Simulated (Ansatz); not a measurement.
KI: moving I off its site

KI, Fm-3m, a = 7.049 Å (as given, not relaxed at this level: 0.7 GPa). Ansatz: PBE, PAW, 420 eV, Γ-centred 6×6×6 mesh on 2 atoms, Gaussian smearing 0.05 eV; no spin polarisation.

```yaml
crystal:
  lattice:
    - [0.00000, 3.52455, 3.52455]
    - [3.52455, 0.00000, 3.52455]
    - [3.52455, 3.52455, 0.00000]
  atoms:
    - { symbol: K, position: [0.00000, 0.00000, 0.00000] }
    - { symbol: I, position: [0.50000, 0.50000, 0.50000] }
```

Atom 2 (I) moves by x along the unit vector (0.000, 0.000, -1.000), with its periodic images; all else is held. y is the free energy of the cell over the start, F the force along the path summed over the moved atoms. Symmetry makes y even in x.

| x (Å) | y (meV) | F (eV/Å) |
| --- | --- | --- |
| -0.200 | 23.52 | 0.25 |
| -0.100 | 5.65 | 0.11 |
| 0.000 | 0.00 | 0.00 |
| 0.025 | 0.35 | -0.03 |
| 0.050 | 1.40 | -0.06 |
| 0.075 | 3.16 | -0.09 |
| 0.125 | 8.90 | -0.15 |
| 0.150 | 12.93 | -0.18 |
| 0.175 | ? | ? |

Task: Fit y = c2 x² + c4 x⁴ to the energies of the other rows, give the force constant, and predict energy and force of the missing row.

Result: Least squares on the rows shown. y = 557.59 x² + 760.23 x⁴. The force constant is 2 c2 = 1.12 eV/Å² (for all images moving together, not for a lone atom). With two atoms in a cubic cell this is the optical mode at Γ without the LO field: ω = 521.5 √(2 c2/μ) = 101 cm⁻¹ for μ = 29.89 u. The force −dy/dx at the missing row is -0.21 eV/Å (computed -0.21). At x = 0.175 the fit asked for gives 17.79 meV. The run gave 17.79 meV, the same to the digits shown.